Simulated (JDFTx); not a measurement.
I:

```
CELL_PARAMETERS angstrom
0.00000 2.36560 3.90984
2.19225 0.00000 3.90984
2.19225 2.36560 0.00000
ATOMIC_POSITIONS crystal
I 0.00000 0.00000 0.00000
```

Base run:

| Property | Result |
| --- | --- |
| Program | JDFTx 1.7.0 (patched build) |
| Functional | PBE |
| Potentials or basis | PseudoDojo-SR-PBE-0.5-standard with smoothed tails |
| Cutoff | 952 eV |
| Density cutoff | 3810 eV |
| k mesh | 9 × 9 × 9 |
| Occupations | fermi-dirac, width 0.05 eV |
| Spin | no spin polarisation |

Its results: band gap on the k mesh none (metal or under the smearing width); pressure 0.4 GPa.

Q: The run is repeated on the same cell with these changes: functional from PBE to BLYP. What comes out?

A: Band gap on the k mesh none (metal or under the smearing width); pressure 3.0 GPa.

BLYP binds less tightly than PBE, so the same cell stands under more pressure.

Caveats: the empty levels aren't tightly converged; an odd number of electrons without spin polarisation forces a metal; a magnetic or distorted state may lie lower; the potentials were made for another functional, which shifts forces and pressure (some runs).
